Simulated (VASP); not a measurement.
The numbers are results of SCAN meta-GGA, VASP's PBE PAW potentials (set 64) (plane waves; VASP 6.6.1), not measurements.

Input for VASP

INCAR:
```
ALGO  =  Normal
EDIFF  =  1E-7
ENCUT  =  520
ISIF  =  2
ISMEAR  =  1
LASPH  =  .True.
LCHARG  =  .False.
LMAXMIX  =  4
LMIXTAU  =  .True.
LREAL  =  .False.
LWAVE  =  .False.
METAGGA  =  SCAN
NELM  =  100
PREC  =  Accurate
SIGMA  =  0.1
SYSTEM  =  InN
```

### KPOINTS
```
Automatic mesh
0
Gamma
13 13 13
0 0 0
```

### POSCAR
```
InN
1
    0.0000000000     2.4457275528     2.4457275528
    2.4457275528     0.0000000000     2.4457275528
    2.4457275528     2.4457275528     0.0000000000
In N
1 1
Direct
  0.0000000000   0.0000000000   0.0000000000
  0.2500000000   0.2500000000   0.2500000000
```

POTCAR, in this order: In_d N (PBE.64 set). Program: vasp_std.

Output

**OUTCAR**
```
 ion  position               nearest neighbor table
   1  0.000  0.000  0.000-   2 2.12   2 2.12   2 2.12   2 2.12
   2  0.250  0.250  0.250-   1 2.12   1 2.12   1 2.12   1 2.12
  LATTYP: Found a face centered cubic cell.
 ALAT       =     4.8914551056
 Subroutine PRICEL returns:
 Original cell was already a primitive cell.
 Subroutine GETGRP returns: Found 24 space group operations
The static configuration has the point symmetry T_d .
The dynamic configuration has the point symmetry T_d .
 Subroutine INISYM returns: Found 24 space group operations
 Subroutine IBZKPT returns following result:
 Found     84 irreducible k-points:

 Following reciprocal coordinates:
            Coordinates               Weight
  0.000000  0.000000  0.000000      1.000000
  0.076923  0.000000  0.000000      8.000000
  0.153846  0.000000  0.000000      8.000000
  0.230769  0.000000  0.000000      8.000000
  0.307692  0.000000  0.000000      8.000000
  0.384615  0.000000  0.000000      8.000000
  0.461538  0.000000  0.000000      8.000000
  0.076923  0.076923  0.000000      6.000000
  0.153846  0.076923  0.000000     24.000000
...
```

File OSZICAR:
```
       N       E                     dE             d eps       ncg     rms          rms(c)
DAV:   1     0.986474450746E+02    0.98647E+02   -0.95740E+03  2222   0.193E+03
DAV:   2    -0.376040943805E+02   -0.13625E+03   -0.12956E+03  2409   0.393E+02
DAV:   3    -0.488127957624E+02   -0.11209E+02   -0.10988E+02  2647   0.114E+02
DAV:   4    -0.491081244352E+02   -0.29533E+00   -0.29501E+00  2511   0.195E+01
DAV:   5    -0.491199767567E+02   -0.11852E-01   -0.11852E-01  3021   0.364E+00    0.100E+01
DAV:   6    -0.416864437527E+02    0.74335E+01   -0.94896E+00  3291   0.810E+01    0.649E+00
DAV:   7    -0.425978073733E+02   -0.91136E+00   -0.96884E-01  2669   0.237E+01    0.409E+00
DAV:   8    -0.427514540249E+02   -0.15365E+00   -0.28290E-01  2184   0.853E+00    0.104E+00
DAV:   9    -0.426185291284E+02    0.13292E+00   -0.19375E-01  2249   0.735E+00    0.692E-01
DAV:  10    -0.426070402918E+02    0.11489E-01   -0.21199E-02  2184   0.214E+00    0.726E-01
DAV:  11    -0.426046975547E+02    0.23427E-02   -0.64733E-04  3029   0.284E-01    0.101E+00
DAV:  12    -0.427025738042E+02   -0.97876E-01   -0.50546E-02  2184   0.328E+00    0.675E-01
DAV:  13    -0.426971026171E+02    0.54712E-02   -0.41039E-03  2344   0.102E+00    0.515E-01
DAV:  14    -0.426969549966E+02    0.14762E-03   -0.12266E-02  2184   0.170E+00    0.423E-01
DAV:  15    -0.427025251228E+02   -0.55701E-02   -0.26125E-03  2194   0.724E-01    0.392E-01
DAV:  16    -0.427025040410E+02    0.21082E-04   -0.51426E-05  2599   0.102E-01    0.292E-01
DAV:  17    -0.427024772359E+02    0.26805E-04   -0.52758E-05  2199   0.118E-01    0.195E-01
DAV:  18    -0.427024720813E+02    0.51546E-05   -0.52072E-06  2234   0.367E-02    0.185E-01
DAV:  19    -0.427024150159E+02    0.57065E-04   -0.11477E-05  2660   0.533E-02    0.960E-02
DAV:  20    -0.427023361065E+02    0.78909E-04   -0.10078E-05  2199   0.471E-02    0.256E-02
DAV:  21    -0.427023232573E+02    0.12849E-04   -0.18947E-06  2342   0.201E-02    0.922E-03
DAV:  22    -0.427023173227E+02    0.59346E-05   -0.27023E-07  2244   0.758E-03    0.340E-03
DAV:  23    -0.427023134035E+02    0.39192E-05   -0.19829E-07  2116   0.657E-03    0.747E-04
DAV:  24    -0.427023127485E+02    0.65500E-06   -0.31592E-08  1617   0.295E-03    0.677E-04
DAV:  25    -0.427023135814E+02   -0.83282E-06   -0.20577E-08  1147   0.216E-03    0.220E-04
DAV:  26    -0.427023136268E+02   -0.45403E-07   -0.12577E-08  1117   0.178E-03
   1 F= -.42702314E+02 E0= -.42702343E+02  d E =0.866425E-04
```

### OUTCAR
```
------------------------ aborting loop because EDIFF is reached ----------------------------------------
  FORCE on cell =-STRESS in cart. coord.  units (eV):
  Direction    XX          YY          ZZ          XY          YZ          ZX
  --------------------------------------------------------------------------------------
  Total        1.8445993      1.8445993      1.8445993      0.0000000      0.0000000      0.0000000
  in kB      101.0086083    101.0086083    101.0086083      0.0000000      0.0000000      0.0000000
  external PRESSURE =     101.0086083 kB  Pullay stress =       0.0000000 kB
  volume of cell :       29.26
      direct lattice vectors                 reciprocal lattice vectors
     0.000000000  2.445727553  2.445727553    -0.204438143  0.204438143  0.204438143
     2.445727553  0.000000000  2.445727553     0.204438143 -0.204438143  0.204438143
     2.445727553  2.445727553  0.000000000     0.204438143  0.204438143 -0.204438143
 POSITION                                       TOTAL-FORCE (eV/Angst)
 -----------------------------------------------------------------------------------
      0.00000      0.00000      0.00000         0.000000     -0.000000     -0.000000
      1.22286      1.22286      1.22286        -0.000000      0.000000      0.000000
 -----------------------------------------------------------------------------------
    total drift:                               -0.000044     -0.000044     -0.000044
  FREE ENERGIE OF THE ION-ELECTRON SYSTEM (eV)
  ---------------------------------------------------
  free  energy   TOTEN  =       -42.7023136268 eV

  energy  without entropy=      -42.7024002693  energy(sigma->0) =      -42.70234251
```
(Selected blocks of OUTCAR.)

The compound is InN in the zinc blende structure, a metastable form; wurtzite is the usual one. This cell is one point of a volume scan, at 0.94 of the reference volume.
